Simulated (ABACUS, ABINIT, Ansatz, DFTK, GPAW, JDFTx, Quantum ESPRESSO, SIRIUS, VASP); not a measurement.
**KBr: programs and potentials compared**

```
Br K
1.0
     0.00000    3.30000    3.30000
     3.30000    0.00000    3.30000
     3.30000    3.30000    0.00000
Br K
1 1
Cartesian
  3.3000 3.3000 3.3000
  0.0000 0.0000 0.0000
```

Alike in all runs: task single point; functional PBEsol; k mesh 7 × 7 × 7; occupations fermi-dirac, width 0.05 eV; no spin polarisation; no spin-orbit coupling. Pressure is positive in compression and, in plane waves, holds the error of the finite cutoff, which Ansatz's Pulay term estimates and takes out.

| program and potentials | plane-wave cutoff (eV) | notes | pressure (GPa) |
| --- | --- | --- | --- |
| Ansatz, Ansatz PAW | 420 | potentials made for PBE, which Ansatz adapts in part | -0.33 |
| Ansatz, all-electron LAPW, scalar-relativistic | - | - | -0.33 |
| Quantum ESPRESSO, GBRV 1.5 PBEsol | 612 | - | -0.49 |
| ABINIT, PseudoDojo NC SR PBEsol v0.4.1 standard | 1007 | - | -0.34 |
| ABACUS, PseudoDojo NC SR 0.4.1 PBEsol standard, plane waves | 1007 | - | -0.34 |
| DFTK, PseudoDojo SR PBEsol 0.4.1 standard (PBEsol) | 1007 | - | -0.34 |
| SIRIUS, PseudoDojo 0.4.1 PBEsol standard (scalar relativistic) | 1030 | - | -0.34 |
| VASP, PBE PAW files Br, K_sv, 520 eV | 520 | potentials made for PBE | -0.28 |
| JDFTx, PseudoDojo-SR-PBEsol-0.4.1-standard with smoothed tails | 1007 | - | -0.34 |
| GPAW, PAW data sets generated for this functional | 600 | - | ? |

Problem. Estimate from the other rows what the run with GPAW, PAW data sets generated for this functional gave.

Solution. Pressure -0.35 GPa. The other rows, which needn't bracket it: pressure -0.49 to -0.28.
